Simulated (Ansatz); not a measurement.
The polar optical mode of MgS at 12 GPa, worked through

The calculation used DFT PBEsol, scalar-relativistic, plane waves, PAW in Ansatz. Cutoff 420 eV, 8×8×8 k-points (Γ-centred), fixed occupations. No spin polarisation. Phonons by linear response, acoustic sum rule imposed.

The cell, relaxed at 12 GPa:
```
CELL_PARAMETERS angstrom
0.00000 2.48918 2.48918
2.48918 0.00000 2.48918
2.48918 2.48918 0.00000
ATOMIC_POSITIONS crystal
Mg 0.00000 0.00000 0.00000
S 0.50000 0.50000 0.50000
```

Linear response gives ν_TO = 325.0 cm⁻¹, Born charges ±2.197 e (positive on Mg) and ε∞ = 5.593. The primitive cell holds 30.846 Å³, and the masses are 24.305 and 32.060 amu.

Question: Find ν_LO and the static dielectric constant.

Answer: The long-wave field adds a restoring force: ω_LO² − ω_TO² = Z*²e²/(ε_vac ε∞ μV). In these units ν_LO² − ν_TO² = 4.92064×10⁷ Z*²/(μ V ε∞) cm⁻², with μ = m₁m₂/(m₁ + m₂) = 13.825 amu: 99631 cm⁻². So ν_LO = √(325.0² + 99631) = 453.0 cm⁻¹, and the run gives 453.0. Lyddane–Sachs–Teller then gives ε0 = ε∞ (ν_LO/ν_TO)² = 10.87, against 10.87 in the run (it forms both from the same three quantities, so the match checks the arithmetic only). Between ν_TO and ν_LO the dielectric function is negative and an undamped crystal reflects fully: a reststrahlen band from 22.1 to 30.8 μm.

Question: What do the Clausius–Mossotti polarisability and the Szigeti charge come to?

Answer: With the Lorentz local field, α = (3V/4π)(ε∞ − 1)/(ε∞ + 2) = 4.45 Å³ for the pair, and e_S = 3Z*/(ε∞ + 2) = 0.87 e. The Born charge includes the electrons' response to the dipole's own local field, and e_S takes that enhancement out. The Lorentz field assumes point-like polarisable ions, a poor picture once ε∞ is this large, since the electron clouds then overlap or are shared, so both numbers are formal here.

Question: How strongly does a slow electron couple to the LO mode?

Answer: For one isotropic parabolic band, Fröhlich's constant is α_F = (1/ε∞ − 1/ε0) √(m* Ry/ħω_LO), with Ry = 13.606 eV, ħω_LO = 56.2 meV and m* in free-electron masses: α_F = 0.0868 × 15.56 × √m* = 1.35 √m*. The band mass isn't part of this run; for m* = 0.1, 0.3 and 1 it gives 0.43, 0.74, 1.35. In weak coupling the polaron lies α_F ħω_LO below the band edge (42 meV at m* = 0.3) with a mass m*(1 + α_F/6); past α_F of about 5 or 6 that expansion fails. A semilocal functional's ε∞ tends to be too large, which taken alone lowers α_F.

Cost: 1 run of about 0.38 core-minutes, on Intel Xeon Platinum 8259CL (Skylake/Cascade Lake) (shared hosts).